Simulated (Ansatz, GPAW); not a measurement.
## Sn: 3 runs at one level of theory

```
Sn
1.0
    -2.94014    2.94014    1.59930
     2.94014   -2.94014    1.59930
     2.94014    2.94014   -1.59930
Sn
2
Direct
  0.00000 0.00000 0.00000
  0.75000 0.25000 0.50000
```

Alike in all runs: task single point; functional PBE; k mesh 9 × 9 × 9; occupations gaussian, width 0.015 eV; no spin polarisation; no spin-orbit coupling. Pressure is positive in compression and, in plane waves, holds the error of the finite cutoff, which Ansatz's Pulay term estimates and takes out.

| program and potentials | plane-wave cutoff (eV) | notes | pressure (GPa) |
| --- | --- | --- | --- |
| Ansatz, Ansatz PAW | 420 | Pulay term of +0.03 GPa included | 1.42 |
| GPAW, GPAW PAW data sets (gpaw-data 1.2.1) | 600 | - | 1.14 |
| Ansatz, all-electron LAPW, scalar-relativistic | - | - | 1.42 |

The pressure spans 1.14 (GPAW, GPAW PAW data sets (gpaw-data 1.2.1)) to 1.42 GPa (Ansatz, all-electron LAPW, scalar-relativistic), with all-electron results at 1.42.

Differences between rows come from potentials, basis sets and numerical settings, since the functional is the same but for its coding. Runs on potential files found faulty are left out.
